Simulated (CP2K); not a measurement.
The system is La2O3.

```xyz
5
Lattice="6.3703 0.0000 0.0000 -3.1851 5.5168 0.0000 0.0000 0.0000 3.2899" Properties=species:S:1:pos:R:3 pbc="T T T"
La    3.1851    1.8389    1.6387
La    0.0000    3.6779    1.6512
O     3.2145    0.0000    0.0000
O    -1.6072    2.7838    0.0000
O     1.5779    2.7330    0.0000
```

The cell comes from a database or a generator and needn't be the stable form of this composition.

Base run:

| Property | Result |
| --- | --- |
| Program | CP2K 2026.2 |
| Functional | WC |
| Potentials or basis | GTH_POTENTIALS La GTH-PBE-q11; POTENTIAL_UZH O GTH-PBE-q6; DZVP-MOLOPT-SR-GTH, DZVP-MOLOPT-PBE-GTH basis |
| Density cutoff | 11565 eV |
| k mesh | 5 × 5 × 8 |
| Occupations | fermi-dirac, width 0.05 eV |
| Spin | no spin polarisation |

Its results: band gap on the k mesh 1.48 eV, indirect (least direct gap 1.85 eV); pressure -0.8 GPa; largest force 0.043 eV/Å.

Problem. After a change of settings the same cell gave: band gap on the k mesh 1.54 eV, indirect (least direct gap 1.89 eV); pressure 1.5 GPa; largest force 0.032 eV/Å. Which change was it?
A. functional from WC to PBEsol
B. functional from WC to LDA
C. functional from WC to PBE
D. functional from WC to TASK

Solution. C.

PBE binds less tightly than WC, so the same cell stands under more pressure.

Caveats: spin-orbit coupling is left out, which moves the levels of the heavy elements; an odd mesh through Γ misses points on the zone boundary, where band edges often lie; the basis of atomic orbitals isn't converged, which shifts pressures, moduli and gaps; the potentials were made for another functional, which shifts forces and pressure (some runs).
